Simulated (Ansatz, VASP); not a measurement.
# BAs: VASP beside Ansatz

The input INCAR:

```
SYSTEM = BAs
PREC     = Accurate       ! precision mode
ENCUT    = 600            ! plane-wave cutoff, eV
EDIFF    = 1E-6           ! SCF threshold, eV
ISMEAR   = 0              ! smearing method
SIGMA    = 0.01           ! smearing width, eV
LREAL    = .False.        ! projectors in reciprocal space
LASPH    = .True.         ! aspherical terms in the spheres
NELM     = 60             ! most SCF steps
ALGO     = Fast           ! electronic algorithm
ISIF     = 3              ! what is computed and relaxed
LWAVE    = .False.        ! write WAVECAR
LCHARG   = .False.        ! write CHGCAR
GGA      = PS             ! functional
IBRION   = 2              ! ionic algorithm
NSW      = 80             ! ionic steps
EDIFFG   = -0.001         ! ionic threshold
```

Contents of KPOINTS:

```
Automatic mesh
0
Gamma
  10 10 10
  0 0 0
```

Contents of POSCAR:

```
BAs
1.0
    0.0000000000      2.3839379017      2.3839379017
    2.3839379017      0.0000000000      2.3839379017
    2.3839379017      2.3839379017      0.0000000000
B As
1 1
Direct
    0.0000000000      0.0000000000      0.0000000000
    0.2500000000      0.2500000000      0.2500000000
```

Input for Ansatz:

```yaml
crystal:
  lattice:
    - [0.0, 2.3839379017, 2.3839379017]
    - [2.3839379017, 0.0, 2.3839379017]
    - [2.3839379017, 2.3839379017, 0.0]
  atoms:
    - { symbol: B, position: [0.0, 0.0, 0.0] }
    - { symbol: As, position: [0.25, 0.25, 0.25] }
basis:
  ecutwfc: 420
kpoints:
  mp_grid: { grid: [10, 10, 10] }
hamiltonian:
  xc: pbesol
scf:
  occupations: { method: fixed }
output:
  forces: true
  stress: true
  eigenvalues: true
relax:
  adjacent_minimum: "off"
  f_tol: 0.001
  max_steps: 60
  cell: { stress_tol: 0.01 }
```

Alike in both runs: task relaxation of cell and atoms; functional PBEsol; k mesh 10 × 10 × 10; no spin polarisation.

|  | VASP | Ansatz |
| --- | --- | --- |
| version | VASP 6.6.1 | Ansatz 0.2.0 |
| potentials or method | VASP PAW PBE potentials, release 64 (B, As) | scalar-relativistic, plane waves, PAW |
| plane-wave cutoff (eV) | 600 | 420 |
| occupations | gaussian, width 0.01 eV | fixed |
| valence electrons in the cell | 8 | 18 |

```tsv
	VASP	Ansatz	Ansatz less VASP
gap on the k mesh at the Fermi level, each at its own relaxed structure (eV)	1.08	1.08	+0.003
relaxed volume (Å³/atom)	13.63	13.55	-0.083
relaxed cell length with the largest relative difference (Å)	3.378	3.371	-0.0068
```

The two sets of potentials don't hold the same shells in valence.

Caveats: the PAW data sets were made with another functional, which shifts forces and pressure a little (VASP). Zero-point motion and thermal expansion aren't in these numbers. A k mesh can miss the band edges.
